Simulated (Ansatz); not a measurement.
**WS2: stress in a strained cell**

Aim: deform WS2 (equal xx and yy strain of -3 %) and compute stress, forces and field gradients with LAPW, PAW and all-electron datasets made for the crystal.

Computed with Ansatz 0.2.0 (DFT PBE, scalar-relativistic, unless a step's input says otherwise).

**1. Starting point**

It takes space group R3m (No. 160, trigonal). Conventional cell: a = 3.158 Å, b = 3.158 Å, c = 18.490 Å, α = 90.00°, β = 90.00°, γ = 120.00°. W (site symmetry 3m) has 6 S at 2.39 to 2.42 Å as nearest neighbours. S (site symmetry 3m) is surrounded by 3 W at 2.39 Å. Around S (site symmetry 3m) lie 3 W at 2.42 Å.

Coordinates:

```xyz
3
Lattice="1.5790 0.9116 6.1633 -1.5790 0.9116 6.1633 0.0000 -1.8233 6.1633" Properties=species:S:1:pos:R:3 pbc="T T T"
W     0.0000    0.0000    0.0000
S     0.0000    0.0000   13.8730
S     0.0000    0.0000   10.7427
```

Atoms are numbered in the order of the input: W1, S2, S3.

**2. After the deformation**

Space group R3m before, R3m after.

**3. All-electron LAPW**

Contents of input.yaml:

```yaml
crystal:
  lattice:
    - [1.5316303728, 0.884287208, 6.16333]
    - [-1.5316303728, 0.884287208, 6.16333]
    - [0.0, -1.768574416, 6.16333]
  atoms:
    - { symbol: W, position: [0.0, 0.0, 0.0] }
    - { symbol: S, position: [0.7503, 0.7503, 0.7503] }
    - { symbol: S, position: [0.581, 0.581, 0.581] }
kpoints:
  mp_grid: { grid: [13, 13, 13] }
  band_path:
    path:
      - [0.0, 0.0, 0.0]
      - [0.5, 0.5, 0.5]
      - [0.8196098429, 0.1803901571, 0.5]
      - [0.5, -0.1803901571, 0.1803901571]
      - [0.5, 0.0, 0.0]
      - [0.0, 0.0, 0.0]
      - [0.3401950785, -0.3401950785, 0.0]
      - [0.6598049215, 0.0, 0.3401950785]
      - [0.5, 0.0, 0.5]
    npoints: 5
scf:
  occupations: { method: fermi_dirac, width: 0.08 }
hamiltonian:
  xc: pbe
  pseudopotentials: { kind: all_electron, lapw: { basis_error: 0.0005 } }
output:
  forces: true
  stress: true
  eigenvalues: true
```

Started as:

```console
> ansatz run input.yaml --threads 1 --pin off --max-ram 4096MiB --backend cpu --events-out ev --progress --plain --runs-dir out
```

Log (excerpt; [...] marks lines left out):

```text
LAPW: plane waves up to 9.310 Å⁻¹, error target 5.0e-4 eV per atom; small_component_spin mean_spin; S in spheres of 1.013 Å, 14 of its electrons in bands, Dirac shells []; W in spheres of 1.336 Å, 44 of its electrons in bands, Dirac shells []
[...]
Pseudopotentials: kind: all_electron
Pseudopotential: W, LAPW, valence charge 44, Koelling and Harmon's equation, gaussian nucleus
Pseudopotential: S, LAPW, valence charge 14, Koelling and Harmon's equation, gaussian nucleus
Functional definition: PBE
[...]
Crystal: 3 atoms, lattice volume = 50.086 Å³
Basis set: ecut = 330.2163607573872 eV, 697 PW (Γ), FFT grids on a1−a3, a2−a3, a3, exchange–correlation at level 2
Bands: 44, of which v1, the nominal top of the filled ones, is band 36 counted from 1 (35 counted from 0)
Symmetry: 6 space group operations
Space group: R3m (ITA 160), of the structure as read, at distance tolerance 3.7e-5 Å
k-points: 231 of 2197 (time reversal used)
[...]
SCF iter   1: F=—  HF=-460930.191729 eV  |F-HF|=—  |Δ(HF+E_count)|=         —  Δρ=3.98e-2  dr2=1.10e0  ethr=1.52e-3  ⟨swp⟩=2.0  Hψ=65663  notcnv=0
[...]
the basis was enlarged: its passes take 964.3 KiB over the memory plan, 1 of 1 planned eigensolver slots
[...]
SCF iter  10: F=-460929.772704 eV  HF=-460929.772704 eV  |F-HF|=5.69e-8  |Δ(HF+E_count)|=   1.59e-7  Δρ=6.20e-6  dr2=2.20e-8  ethr=2.99e-10  ⟨swp⟩=3.0  Hψ=29806  notcnv=0
[...]
NSCF: frozen V_eff on 41 k-points
SCF converged after 10 iterations
Free energy (F): -460929.772704 eV
[...]
E sigma→0 (E₀):  -460929.772696 eV
Entropy (-TS):   -0.000017 eV (-0.006 meV/atom)
Fermi energy:    15.850728 eV
[...]
--- Forces (eV/Å), atoms counted from 1 ---
  atom   1  W      0.00000000    -0.00000000    -0.70256113
  atom   2  S     -0.00000000     0.00000000     1.32555549
  atom   3  S      0.00000000    -0.00000000    -0.62302272
[...]
--- Stress (GPa, compression-positive) ---
       18.035443       0.000000      -0.000000
        0.000000      18.035443       0.000000
       -0.000000       0.000000      13.391844
  P = ⅓ Tr σ = 16.4876 GPa (164.876 kbar)
--- Band table (eV; the first three rows and the last of 231) ---
[...]
```

Run time: 5.9 min. Hardware: 1 thread of Arm Neoverse V1, shared host; peak memory 1.2 GiB.

Read from it: pressure 16.49 GPa; gap 1.13 eV; largest force 1.326 eV/Å.

**4. PAW with frozen cores**

Contents of input.yaml:

```yaml
crystal:
  lattice:
    - [1.5316303728, 0.884287208, 6.16333]
    - [-1.5316303728, 0.884287208, 6.16333]
    - [0.0, -1.768574416, 6.16333]
  atoms:
    - { symbol: W, position: [0.0, 0.0, 0.0] }
    - { symbol: S, position: [0.7503, 0.7503, 0.7503] }
    - { symbol: S, position: [0.581, 0.581, 0.581] }
kpoints:
  mp_grid: { grid: [13, 13, 13] }
scf:
  occupations: { method: fermi_dirac, width: 0.08 }
hamiltonian:
  xc: pbe
  pseudopotentials: { kind: paw }
output:
  forces: true
  stress: true
  eigenvalues: true
  efg: { contact_densities: true }
```

Started as:

```console
> ansatz run input.yaml --threads 1 --pin off --max-ram 4096MiB --backend cpu --events-out ev --progress --plain --runs-dir out
```

Log:

```text
basis.fft_grid_basis auto: the FFT boxes are laid along the combinations [[1, 0, -1], [0, 1, -1], [0, 0, 1]] of the cell's own vectors, 3.063, 3.063 and 6.412 Å long. The dense box has 24×24×45 points. Along the cell's own vectors, as sized, it would have 45×45×45, 3.52 times as many. Of the 6 symmetry operations that the crystal satisfies within crystal.symmetry.tolerance (time reversal apart; of a slab, those that keep its plane) the dense box along the cell's own vectors carries 6, and the one as laid loses 4 of those. basis.fft_grid_basis: typed keeps the cell's own vectors: state it where this run's energies or levels are differenced outside the engine with another run's, or held beside a run that keeps those vectors.
W: output.efg is read without spin–orbit coupling, which moves field gradients at and beside such atoms by some per cent and up to a factor of two; PAW files take it under magnetization.noncollinear and magnetization.spin_orbit
Engine: ansatz 0.2.0
Pseudopotentials: kind: paw
Pseudopotential: W, paw, valence charge 14, recommended cutoff 420 eV (normal)
Pseudopotential: S, paw, valence charge 6, recommended cutoff 420 eV (normal)
[... 1 set-up line as earlier in the session ...]
  parameter kappa = 0.804
  parameter beta = 0.06672455060314922
  exchange = pbe_x(kappa = kappa, mu = beta*pi^2/3)
  correlation = pbe_c(beta = beta)
Crystal: 3 atoms, lattice volume = 50.086 Å³
Basis set: ecut = 420 eV, 969 PW (Γ), FFT grids on a1−a3, a2−a3, a3, exchange–correlation on 48×48×90 points (8 copies of the dense FFT grid, shifted against one another)
Bands: 17, of which v1, the nominal top of the filled ones, is band 13 counted from 1 (12 counted from 0)
[... 2 set-up lines as earlier in the session ...]
k-points: 231 of 2197 (time reversal used)
Non-local potential: W, projectors of the file, l = 0: 3, l = 1: 2, l = 2: 2, l = 3: 1
Non-local potential: S, projectors of the file, l = 0: 2, l = 1: 2, l = 2: 2
PAW form: soft (Blöchl's): semilocal exchange-correlation on the pseudo side does not see the compensation charge
PAW one-centre angular grid: W, 590 points (default); XC on 64 Gauss nodes
PAW one-centre angular grid: S, 110 points (default); XC on 64 Gauss nodes
Initial density: superposition of atomic densities (neutral atoms: chi_scale 0, normalization atom), corrected by the library's trained network
Initial wavefunctions: pseudopotential atomic-orbital guess
Functional: x = pbe(κ = 0.804, μ = 0.2195149727645171), c = pbe(β = 0.06672455060314922)
SCF iter   1: F=—  HF=-12191.150217 eV  |F-HF|=—  |Δ(HF+E_count)|=         —  Δρ=6.12e-3  dr2=1.11e-2  ethr=1.77e-3  ⟨swp⟩=5.9  Hψ=22935  notcnv=0
preconditioner: auto → none  [insulator: Δε(μ)=1.133 eV  Ē_g=9.245 eV  σ=0.080 eV  W_gap=1.00  n_scr=10 (ndim 8)  ℏωp=22.3 eV  f_vac=0.012  D(μ)=0.00/eV (n_scr^D=0)  ε∞_Penn≈6.8]
SCF iter   2: F=—  HF=-12191.153275 eV  |F-HF|=—  |Δ(HF+E_count)|=   3.06e-3  Δρ=3.98e-3  dr2=1.38e-2  ethr=4.29e-5  ⟨swp⟩=2.1  Hψ=8073  notcnv=0
SCF iter   3: F=—  HF=-12191.153125 eV  |F-HF|=—  |Δ(HF+E_count)|=   1.50e-4  Δρ=2.61e-3  dr2=6.17e-3  ethr=4.29e-5  ⟨swp⟩=2.1  Hψ=5521  notcnv=0
SCF iter   4: F=—  HF=-12191.153167 eV  |F-HF|=—  |Δ(HF+E_count)|=   4.14e-5  Δρ=1.26e-3  dr2=7.44e-4  ethr=2.37e-5  ⟨swp⟩=1.8  Hψ=4767  notcnv=0
SCF iter   5: F=—  HF=-12191.153402 eV  |F-HF|=—  |Δ(HF+E_count)|=   2.35e-4  Δρ=4.29e-4  dr2=1.22e-4  ethr=2.86e-6  ⟨swp⟩=2.4  Hψ=5374  notcnv=0
SCF iter   6: F=—  HF=-12191.153416 eV  |F-HF|=—  |Δ(HF+E_count)|=   1.41e-5  Δρ=1.14e-4  dr2=2.86e-6  ethr=4.69e-7  ⟨swp⟩=2.3  Hψ=5506  notcnv=0
SCF iter   7: F=—  HF=-12191.153387 eV  |F-HF|=—  |Δ(HF+E_count)|=   2.97e-5  Δρ=2.59e-5  dr2=4.78e-7  ethr=1.10e-8  ⟨swp⟩=2.1  Hψ=6082  notcnv=0
SCF iter   8: F=-12191.153387 eV  HF=-12191.153387 eV  |F-HF|=9.08e-9  |Δ(HF+E_count)|=   1.67e-7  Δρ=6.07e-6  dr2=2.00e-8  ethr=3.85e-10  ⟨swp⟩=7.0  Hψ=20028  notcnv=0
SCF 1 converged in 8 iterations: F = -12191.153387 eV  dr2 = 2.00e-8
SCF converged after 8 iterations
Free energy (F): -12191.153387 eV
Harris-Foulkes:  -12191.153387 eV  (|F-HF|=9.08e-9)
Internal energy: -12191.153369 eV  (E = F + TS)
E sigma→0 (E₀):  -12191.153378 eV
Entropy (-TS):   -0.000017 eV (-0.006 meV/atom)
Fermi energy:    13.103995 eV
--- Per-component energies (eV) ---
  E_band       = -162.499651
  E_kinetic    = 673.639426
  E_local      = -1760.124797  (includes V_loc(G=0)·N_el)
  E_nonlocal   = 57.735256
  E_hartree    = 710.203271
  E_xc         = -464.852269
  E_vxc        = -418.622822  (∫ρ·V_xc dr)
  E_paw        = -9763.565758  (= ΣΔE_a)
  E_vpaw       = -135.528410  (= ΣTr[D̂ρ^β])
  E_aug_tail   = -0.000059  (compensation charges beyond the density's cutoff)
  E_ewald      = -1644.188439
  E_smearing   = -0.000017  (= −TS)
  E_closure    = -0.000000  (closes the sum)
  Σ components = -12191.153387   (vs F -12191.153387, Δ=0.00e0)
--- Forces (eV/Å), atoms counted from 1 ---
  atom   1  W      0.00000000    -0.00000000    -0.70321745
  atom   2  S     -0.00000000     0.00000000     1.32573892
  atom   3  S      0.00000000    -0.00000000    -0.62252250
  max |Σ_I F_I| component: 1.02e-6 eV/Å
--- Stress (GPa, compression-positive) ---
       17.995058       0.000000      -0.000000
        0.000000      17.995058      -0.000000
       -0.000000      -0.000000      13.381768
  P = ⅓ Tr σ = 16.4573 GPa (164.573 kbar)
--- PAW observables at the nuclei: V_zz in 10²¹ V/m², potentials from the cell's mean, atoms counted from 1 ---
  atom   1  W  V_zz =   -16.266639   η = 0.0000   by run symmetry: allowed
            electrostatic potential = -14807.581902 V   contact ρ = 8822000.742965 e/Å³
  atom   2  S  V_zz =    -4.758040   η = 0.0000   by run symmetry: allowed
            electrostatic potential = -1639.942094 V   contact ρ = 19770.033343 e/Å³
  atom   3  S  V_zz =    -3.932483   η = 0.0000   by run symmetry: allowed
            electrostatic potential = -1639.910716 V   contact ρ = 19770.586267 e/Å³
--- Band table (eV; the first three rows and the last of 231) ---
  k-point 0: bands = ["-61.6534", "-26.0548", "-25.7588", "-25.7588", "-3.3458", "-1.2406", "4.6903", "9.2199", "9.2199", "10.5936", "10.5936", "10.9213", "11.2195", "15.2185", "15.2185", "15.5546", "15.5546"]
  k-point 1: bands = ["-61.6518", "-26.0493", "-25.7888", "-25.7657", "-3.2303", "-1.2065", "4.8300", "8.9372", "9.3342", "10.0139", "10.4114", "11.0952", "11.3900", "15.0642", "15.2831", "15.3355", "15.5422"]
  k-point 2: bands = ["-61.6471", "-26.0338", "-25.8710", "-25.7845", "-2.8978", "-1.1082", "5.2148", "8.2665", "9.1913", "9.6410", "9.9927", "11.0755", "11.4005", "14.4286", "15.1852", "15.3446", "15.9365"]
  k-point 230: bands = ["-61.6518", "-26.0493", "-25.7888", "-25.7657", "-3.0073", "-1.6321", "5.8438", "8.4556", "8.9256", "9.3198", "10.4415", "10.5915", "12.4641", "15.1900", "15.2669", "15.3001", "15.5699"]
```

Run time: 23 s. Hardware: 1 thread of Arm Neoverse V1, shared host; peak memory 0.52 GiB.

Result: pressure 16.46 GPa; gap on the k mesh 1.13 eV (an odd mesh misses the zone boundary); largest force 1.326 eV/Å; Vzz W1 -16.27 (η = 0.00), S2 -4.76 (η = 0.00), S3 -3.93 (η = 0.00) (10²¹ V/m²).

**5. Datasets made for this crystal**

input.yaml: that of step 4 with these lines changed.

```diff
@@ -15,3 +15,3 @@
   xc: pbe
-  pseudopotentials: { kind: paw }
+  pseudopotentials: { kind: all_electron, datasets: crystal }
 output:
```

Started as:

```console
> ansatz run input.yaml --threads 1 --pin off --max-ram 4096MiB --backend cpu --events-out ev --progress --plain --runs-dir out
```

Log (excerpt; [...] marks lines left out):

```text
[...]
band count auto-derived: 19 (N_el = 26.0; filled up to band 13; 17 by the electrons, moments and atoms)
W: output.efg is read without spin–orbit coupling, which moves field gradients at and beside such atoms by some per cent and up to a factor of two; PAW files take it under magnetization.noncollinear and magnetization.spin_orbit
[...]
[... 1 set-up line as earlier in the session ...]
Pseudopotential: W, paw, valence charge 28, recommended cutoff 300 eV (normal), Koelling and Harmon's equation, gaussian nucleus
Pseudopotential: S, paw, valence charge 6, recommended cutoff 300 eV (normal), Koelling and Harmon's equation, gaussian nucleus
[... 1 set-up line as earlier in the session ...]
[...]
Crystal: 3 atoms, lattice volume = 50.086 Å³
Basis set: ecut = 300 eV, 611 PW (Γ), FFT grids on a1−a3, a2−a3, a3, exchange–correlation on 36×36×80 points (8 copies of the dense FFT grid, shifted against one another)
[...]
        0.000000      18.032161      -0.000000
       -0.000000      -0.000000      13.389174
  P = ⅓ Tr σ = 16.4845 GPa (164.845 kbar)
  It holds what live shells' own plane waves past their cutoff add
--- PAW observables at the nuclei: V_zz in 10²¹ V/m², potentials from the cell's mean, atoms counted from 1 ---
  atom   1  W  V_zz =   -15.799661   η = 0.0000   by run symmetry: allowed
            electrostatic potential = -14807.432602 V   contact ρ = 8817662.765425 e/Å³
  atom   2  S  V_zz =    -4.767635   η = 0.0000   by run symmetry: allowed
            electrostatic potential = -1639.774106 V   contact ρ = 19788.108082 e/Å³
  atom   3  S  V_zz =    -3.944976   η = 0.0000   by run symmetry: allowed
            electrostatic potential = -1639.759287 V   contact ρ = 19788.660545 e/Å³
--- Band table (eV; the first three rows and the last of 231) ---
  k-point 0: bands = ["-58.9138", "-23.3176", "-23.0224", "-23.0224", "-0.5936", "1.5104", "7.4372", "11.9715", "11.9715", "13.3454", "13.3454", "13.6687", "13.9674", "17.9664", "17.9664", "18.3015", "18.3015"]
[...]
```

Run time: 2 min. Hardware: 1 thread of Arm Neoverse V1, shared host; peak memory 2.2 GiB.

This run gives: pressure 16.48 GPa; gap on the k mesh 1.14 eV (an odd mesh misses the zone boundary); largest force 1.326 eV/Å; Vzz W1 -15.80 (η = 0.00), S2 -4.77 (η = 0.00), S3 -3.94 (η = 0.00) (10²¹ V/m²).

**6. Stress and forces compared**

Stress (GPa, compression positive):

```tsv
method	xx	yy	zz	yz	xz	xy
LAPW	18.04	18.04	13.39	0.00	0.00	0.00
PAW	18.00	18.00	13.38	0.00	0.00	0.00
crystal datasets	18.03	18.03	13.39	0.00	0.00	0.00
```

Forces (eV/Å):

```tsv
atom	LAPW x	LAPW y	LAPW z	PAW x	PAW y	PAW z	crystal datasets x	crystal datasets y	crystal datasets z
W1	0.000	0.000	-0.703	0.000	0.000	-0.703	0.000	0.000	-0.702
S2	0.000	0.000	1.326	0.000	0.000	1.326	0.000	0.000	1.326
S3	0.000	0.000	-0.623	0.000	0.000	-0.623	0.000	0.000	-0.623
```

| method | pressure (GPa) | gap on the k mesh (eV) | largest force (eV/Å) | Vzz W1 (10²¹ V/m²) | Vzz S2 (10²¹ V/m²) | Vzz S3 (10²¹ V/m²) | SCF cycles, all passes |
| --- | --- | --- | --- | --- | --- | --- | --- |
| LAPW | 16.49 | 1.14 | 1.326 | – | – | – | 10 |
| PAW | 16.46 | 1.13 | 1.326 | -16.27 | -4.76 | -3.93 | 8 |
| crystal datasets | 16.48 | 1.14 | 1.326 | -15.80 | -4.77 | -3.94 | 11 |

**7. Results**

| quantity | value |
| --- | --- |
| pressure | LAPW 16.49, PAW 16.46, crystal datasets 16.48 GPa |
| largest shear or deviatoric stress (LAPW) | 3.10 GPa |

What this shows: The largest part of the stress beyond the pressure is 3.10 GPa in size, in the zz component; the atoms are carried along and not relaxed. No run of the undeformed cell stands beside it, so the pressure holds what the given cell had before the change. PAW: stress within 0.04 GPa of LAPW, forces within 1 meV/Å. Crystal datasets: stress within 0.01 GPa of LAPW, forces within 1 meV/Å. Spin-orbit coupling is left out, though the cell holds W; in elements this heavy it can shift bands and gaps by tenths of an eV.
